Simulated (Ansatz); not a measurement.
CsSnBr3 built on the cubic perovskite prototype, relaxed with r2SCAN in the PAW code Ansatz: space group Pm-3m (No. 221), cubic; a = 5.841 Å in the conventional setting, 39.86 Å³ an atom. Cs has 12 Br at 4.13 Å; Sn has 6 Br at 2.92 Å; Br has 2 Sn at 2.92 Å and 4 Cs at 4.13 Å. The primitive cell holds 5 atoms in 199.29 Å³. Spin-unpolarised throughout. Whether this structure exists isn't addressed.

Computed values: PBE gives a gap of 0.50 eV and PBE0 (25 % exact exchange) 1.53 eV; one over PBE's mean ε∞ is 0.147. HSE06 (4×4×4) gives a least gap of 0.94 eV, direct. r2SCAN's ε∞ is 6.10.

**Question.** Taking the gap as linear in the share of unscreened exchange, estimate the gap of the hybrid whose share is 1/ε∞.

**Answer.** The slope is (1.53 − 0.50)/0.25 = 4.12 eV per unit share, so E_g ≈ 0.50 + 4.12 × 0.147 = 1.11 eV. The run with that share gives 1.09 eV (4×4×4 mesh), -0.02 eV from the straight line.

**Question.** At what wavelength does absorption set in by HSE06, excitons left aside?

**Answer.** λ = 1239.84 eV nm/E: 1319 nm for the least gap. That lies in the infrared.

**Question.** What refractive index and reflectivity at normal incidence follow, below the gap and above the phonons?

**Answer.** n = √6.10 = 2.470; R = ((n − 1)/(n + 1))² = (1.470/3.470)² = 17.9 % a face.

No spin-orbit coupling is included; it can move band edges with weight on the heavy atoms by tenths of an eV.

The meshes of the hybrids are coarse, so their gaps aren't converged to the digits shown.
